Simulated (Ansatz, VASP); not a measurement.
# LiH (rock-salt LiH, size series) in two plane-wave programs

Aim: how closely do two programs agree when they are given the same cell, functional and k mesh? The structure shown is the end of the Ansatz relaxation below.

Calculated with Ansatz 0.2.0; plane waves, with VASP 6.6.1 beside it; single point at PBE.

## (1) Starting point

The cell holds 216 atoms: 108 Li and 108 H. Cell: a = 11.960 Å, b = 12.081 Å, c = 12.081 Å, α = 90.0°, β = 90.0°, γ = 90.0°. It derives from LiH (rock-salt), repeated 3×3×3. As first built, before any earlier steps moved the atoms (in the runner's words): rock-salt LiH (a = 4.083 A), 3 x 3 x 3 conventional cells; ideal positions.

## (2) Ansatz: relaxation, PBE

Ansatz runs on its default PAW (the set named soft_2) files.

This run makes the geometry at which the two programs are then compared.

input.yaml reads:

```yaml
crystal:
  lattice:
    - [11.96008, 0.0, 0.0]
    - [0.0, 12.08089, 0.0]
    - [0.0, 0.0, 12.08089]
  atoms:
    - { symbol: Li, position: [0.0, 0.0, 0.0] }
    - { symbol: H, position: [0.16667, 0.0, 0.0] }
    - { symbol: Li, position: [0.0, 0.16667, 0.16667] }
    - { symbol: H, position: [0.16667, 0.16667, 0.16667] }
    - { symbol: Li, position: [0.16667, 0.0, 0.16667] }
    - { symbol: H, position: [0.0, 0.0, 0.16667] }
    - { symbol: Li, position: [0.16667, 0.16667, 0.0] }
    - { symbol: H, position: [0.0, 0.16667, 0.0] }
    - { symbol: Li, position: [0.0, 0.0, 0.33333] }
    - { symbol: H, position: [0.16667, 0.0, 0.33333] }
    - { symbol: Li, position: [0.0, 0.16667, 0.5] }
    - { symbol: H, position: [0.16667, 0.16667, 0.5] }
    - { symbol: Li, position: [0.16667, 0.0, 0.5] }
    - { symbol: H, position: [0.0, 0.0, 0.5] }
    - { symbol: Li, position: [0.16667, 0.16667, 0.33333] }
    - { symbol: H, position: [0.0, 0.16667, 0.33333] }
    - { symbol: Li, position: [0.0, 0.0, 0.66667] }
    - { symbol: H, position: [0.16667, 0.0, 0.66667] }
    - { symbol: Li, position: [0.0, 0.16667, 0.83333] }
    - { symbol: H, position: [0.16667, 0.16667, 0.83333] }
    - { symbol: Li, position: [0.16667, 0.0, 0.83333] }
    - { symbol: H, position: [0.0, 0.0, 0.83333] }
    - { symbol: Li, position: [0.16667, 0.16667, 0.66667] }
    - { symbol: H, position: [0.0, 0.16667, 0.66667] }
    - { symbol: Li, position: [0.0, 0.33333, 0.0] }
    - { symbol: H, position: [0.16667, 0.33333, 0.0] }
    - { symbol: Li, position: [0.0, 0.5, 0.16667] }
    - { symbol: H, position: [0.16667, 0.5, 0.16667] }
    - { symbol: Li, position: [0.16667, 0.33333, 0.16667] }
    - { symbol: H, position: [0.0, 0.33333, 0.16667] }
[... 180 atom lines left out ...]
    - { symbol: Li, position: [0.66667, 0.83333, 0.83333] }
    - { symbol: H, position: [0.83333, 0.83333, 0.83333] }
    - { symbol: Li, position: [0.83333, 0.66667, 0.83333] }
    - { symbol: H, position: [0.66667, 0.66667, 0.83333] }
    - { symbol: Li, position: [0.83333, 0.83333, 0.66667] }
    - { symbol: H, position: [0.66667, 0.83333, 0.66667] }
kpoints:
  mp_grid: { grid: [1, 1, 1] }
hamiltonian:
  xc: pbe
scf:
  occupations: { method: fixed }
output:
  forces: true
  eigenvalues: true
  stress: true
relax:
  f_tol: 0.05
  max_steps: 70
```

Started as:

```sh
ansatz run input.yaml --threads 4 --pin off --max-ram 8192MiB --backend cpu --events-out ev --progress --plain --runs-dir out
```

Numbers of over 12 decimals in the logs are rounded to 6 here.

The program printed:

```text
Warning: the atoms were moved onto the symmetric positions of the space group found under crystal.symmetry.tolerance 1.0e-5 (fractional; no operation is sought that the atoms, as they stand in a round, miss by more than twice it, and no atom is moved by as much as it), and the run uses the moved positions. Before a round's move an operation carried an atom to 1.39e-4 Å from where it should land, the largest such dist [...]
[...]
- { symbol: H, position: [0.333333, 0.333333, 0.166667] }
    - { symbol: Li, position: [0.5, 0.500000, 0.0] }
    - { symbol: H, position: [0.333333, 0.500000, 0.0] }
    - { symbol: Li, position: [0.333333, 0.333333, 0.333333] }
    - { symbol: H, position: [0.5, 0.333333, 0.333333] }
    - { symbol: Li, position: [0.333333, 0.500000, 0.500000] }
    - { symbol: H, position: [0.5, 0.500000, 0.500000] }
    - { symbol: Li, position: [0.5, 0.333333, 0.500000] }
    - { symbol: H, position: [0.333333, 0.333333, 0.500000] }
    - { symbol: Li, position: [0.5, 0.500000, 0.333333] }
    - { symbol: H, position: [0.333333, 0.500000, 0.333333] }
    - { symbol: Li, position: [0.333333, 0.333333, 0.666667] }
    - { symbol: H, position: [0.5, 0.333333, 0.666667] }
    - { symbol: Li, position: [0.333333, 0.500000, 0.833333] }
    - { symbol: H, position: [0.5, 0.500000, 0.833333] }
    - { symbol: Li, position: [0.5, 0.333333, 0.833333] }
    - { symbol: H, position: [0.333333, 0.333333, 0.833333] }
    - { symbol: Li, position: [0.5, 0.500000, 0.666667] }
    - { symbol: H, position: [0.333333, 0.500000, 0.666667] }
    - { symbol: Li, position: [0.333333, 0.666667, 0.0] }
    - { symbol: H, position: [0.5, 0.666667, 0.0] }
    - { symbol: Li, position: [0.333333, 0.833333, 0.166667] }
    - { symbol: H, position: [0.5, 0.833333, 0.166667] }
    - { symbol: Li, position: [0.5, 0.666667, 0.166667] }
    - { symbol: H, position: [0.333333, 0.666667, 0.166667] }
    - { symbol: Li, position: [0.5, 0.833333, 0.0] }
    - { symbol: H, position: [0.333333, 0.833333, 0.0] }
    - { symbol: Li, position: [0.333333, 0.666667, 0.333333] }
    - { symbol: H, position: [0.5, 0.666667, 0.333333] }
    - { symbol: Li, position: [0.333333, 0.833333, 0.500000] }
    - { symbol: H, position: [0.5, 0.833333, 0.500000] }
    - { symbol: Li, position: [0.5, 0.666667, 0.500000] }
    - { symbol: H, position: [0.333333, 0.666667, 0.500000] }
    - { symbol: Li, position: [0.5, 0.833333, 0.333333] }
    - { symbol: H, position: [0.333333, 0.833333, 0.333333] }
    - { symbol: Li, position: [0.333333, 0.666667, 0.666667] }
    - { symbol: H, position: [0.5, 0.666667, 0.666667] }
    - { symbol: Li, position: [0.333333, 0.833333, 0.833333] }
    - { symbol: H, position: [0.5, 0.833333, 0.833333] }
    - { symbol: Li, position: [0.5, 0.666667, 0.833333] }
    - { symbol: H, position: [0.333333, 0.666667, 0.833333] }
    - { symbol: Li, position: [0.5, 0.833333, 0.666667] }
    - { symbol: H, position: [0.333333, 0.833333, 0.666667] }
    - { symbol: Li, position: [0.666667, 0.0, 0.0] }
    - { symbol: H, position: [0.833333, 0.0, 0.0] }
    - { symbol: Li, position: [0.666667, 0.166667, 0.166667] }
    - { symbol: H, position: [0.833333, 0.166667, 0.166667] }
    - { symbol: Li, position: [0.833333, 0.0, 0.166667] }
[...]
- { symbol: Li, position: [0.666667, 0.666667, 0.333333] }
    - { symbol: H, position: [0.833333, 0.666667, 0.333333] }
    - { symbol: Li, position: [0.666667, 0.833333, 0.500000] }
    - { symbol: H, position: [0.833333, 0.833333, 0.500000] }
    - { symbol: Li, position: [0.833333, 0.666667, 0.500000] }
    - { symbol: H, position: [0.666667, 0.666667, 0.500000] }
    - { symbol: Li, position: [0.833333, 0.833333, 0.333333] }
    - { symbol: H, position: [0.666667, 0.833333, 0.333333] }
    - { symbol: Li, position: [0.666667, 0.666667, 0.666667] }
    - { symbol: H, position: [0.833333, 0.666667, 0.666667] }
    - { symbol: Li, position: [0.666667, 0.833333, 0.833333] }
    - { symbol: H, position: [0.833333, 0.833333, 0.833333] }
    - { symbol: Li, position: [0.833333, 0.666667, 0.833333] }
    - { symbol: H, position: [0.666667, 0.666667, 0.833333] }
    - { symbol: Li, position: [0.833333, 0.833333, 0.666667] }
    - { symbol: H, position: [0.666667, 0.833333, 0.666667] }
```

## (3) VASP: single point, PBE

The same cell, functional and mesh now go to VASP, with its own data sets.

Lines of VASP's logs that name or quote its potential files are left out, and so is its time.

INCAR reads:

```
SYSTEM = LiH
PREC = Accurate
ENCUT = 750
EDIFF = 1E-06
NELM = 120
ISMEAR = 0
SIGMA = 0.01
LREAL = Auto
ALGO = Normal
GGA = PE
NBANDS = 367
LORBIT = 11
LWAVE = .FALSE.
LCHARG = .FALSE.
ISIF = 2
LASPH = .TRUE.
GGA_COMPAT = .FALSE.
EFERMI = MIDGAP
```

POSCAR reads:

```
LiH
1.0
   11.9600800000      0.0000000000      0.0000000000
    0.0000000000     12.0808900000      0.0000000000
    0.0000000000      0.0000000000     12.0808900000
Li H
108 108
Direct
    0.0000000000      0.0000000000      0.0000000000
    0.0000000000      0.1666700000      0.1666700000
    0.1666700000      0.0000000000      0.1666700000
    0.1666700000      0.1666700000      0.0000000000
    0.0000000000      0.0000000000      0.3333300000
    0.0000000000      0.1666700000      0.5000000000
    0.1666700000      0.0000000000      0.5000000000
    0.1666700000      0.1666700000      0.3333300000
    0.0000000000      0.0000000000      0.6666700000
    0.0000000000      0.1666700000      0.8333300000
    0.1666700000      0.0000000000      0.8333300000
    0.1666700000      0.1666700000      0.6666700000
    0.0000000000      0.3333300000      0.0000000000
    0.0000000000      0.5000000000      0.1666700000
    0.1666700000      0.3333300000      0.1666700000
    0.1666700000      0.5000000000      0.0000000000
    0.0000000000      0.3333300000      0.3333300000
    0.0000000000      0.5000000000      0.5000000000
    0.1666700000      0.3333300000      0.5000000000
    0.1666700000      0.5000000000      0.3333300000
    0.0000000000      0.3333300000      0.6666700000
    0.0000000000      0.5000000000      0.8333300000
    0.1666700000      0.3333300000      0.8333300000
    0.1666700000      0.5000000000      0.6666700000
    0.0000000000      0.6666700000      0.0000000000
    0.0000000000      0.8333300000      0.1666700000
    0.1666700000      0.6666700000      0.1666700000
    0.1666700000      0.8333300000      0.0000000000
    0.0000000000      0.6666700000      0.3333300000
    0.0000000000      0.8333300000      0.5000000000
[... 180 atom lines left out ...]
    0.6666700000      0.6666700000      0.5000000000
    0.6666700000      0.8333300000      0.3333300000
    0.8333300000      0.6666700000      0.6666700000
    0.8333300000      0.8333300000      0.8333300000
    0.6666700000      0.6666700000      0.8333300000
    0.6666700000      0.8333300000      0.6666700000
```

KPOINTS reads:

```
Automatic mesh
0
Gamma
1 1 1
0 0 0
```

The projector-augmented-wave data sets are Li_sv and H (PBE family, release 64).

Started as:

```sh
export OMP_NUM_THREADS=3
mpirun -np 1 vasp_gam
```

The program printed:

```text
[banner, memory and clock lines left out]
running    1 mpi-ranks, on    1 nodes
[...]
Offloading initialized ...    1 GPUs detected
[...]
LDA part: xc-table for (Slater+PW92), standard interpolation
 POSCAR, INCAR and KPOINTS ok, starting setup
[...]
entering main loop
       N       E                     dE             d eps       ncg     rms          rms(c)
DAV:   1     0.434786661490E+04    0.43479E+04   -0.24046E+05   750   0.166E+03
DAV:   2     0.141064659809E+03   -0.42068E+04   -0.36588E+04   774   0.452E+02
DAV:   3    -0.525035150660E+03   -0.66610E+03   -0.65267E+03  1124   0.132E+02
DAV:   4    -0.666391353710E+03   -0.14136E+03   -0.13958E+03  1260   0.573E+01
[...]
DAV:  14    -0.659245441469E+03   -0.13814E-05   -0.50388E-05  1084   0.768E-03    0.599E-03
DAV:  15    -0.659245440162E+03    0.13070E-05   -0.14713E-06   556   0.227E-03    0.629E-03
DAV:  16    -0.659245440483E+03   -0.32121E-06   -0.11564E-07   412   0.190E-03
   1 F= -.65924544E+03 E0= -.65924544E+03  d E =0.000000E+00
```

OUTCAR, selected parts (step 3):

```text
  FREE ENERGIE OF THE ION-ELECTRON SYSTEM (eV)
  ---------------------------------------------------
  free  energy   TOTEN  =      -659.2454404832 eV

  energy  without entropy=     -659.2454404832  energy(sigma->0) =     -659.24544048

[... 1 further part left out ...]
```

The run ends at a pressure of 0.13 GPa, with forces up to 5.4e-4 eV/Å.

## (4) Differences

Known differences besides the potentials themselves: fixed occupations in Ansatz, narrow Gaussian smearing in VASP; Ansatz takes its cutoff from its data sets, VASP runs at 750 eV. Total energies have different zeros and are not compared.

The two programs side by side:

| quantity | Ansatz | VASP | difference |
| --- | --- | --- | --- |
| pressure (GPa) | 0.34 | 0.13 | +0.21 |
| gap on the k mesh (eV) | 2.874 | 2.870 | +0.004 |

A gap on the mesh is an upper bound, since the band edges may lie between its points.

## (5) Results

- difference in gap on the k mesh (single point, PBE): 0.0044 eV

What this shows: The difference in gap on the k mesh is 0.0044 eV (single point, PBE), within the 0.08 eV picked in this series as the mark of a large difference. VASP runs on this material, other cells of it included, that failed, so that no pair exists: single point, PBE (refused). 1 further run of this series is not shown here. Such differences can come from data sets, numerical settings and the points named under the comparisons, not from the functional's error against experiment.

[Lines on the potential files, build, host, timing and source positions are cut from VASP's logs without a mark.]

[Logs are printed without paths, hosts, clocks, repeated set-up lines and the standing remarks that a program may print on its own settings, such as how far it seeks lower states.]

[Hosts, paths, dates, database ids (printed as entryN), source tags and the programs' standing remarks are cut or masked in the printed files.]
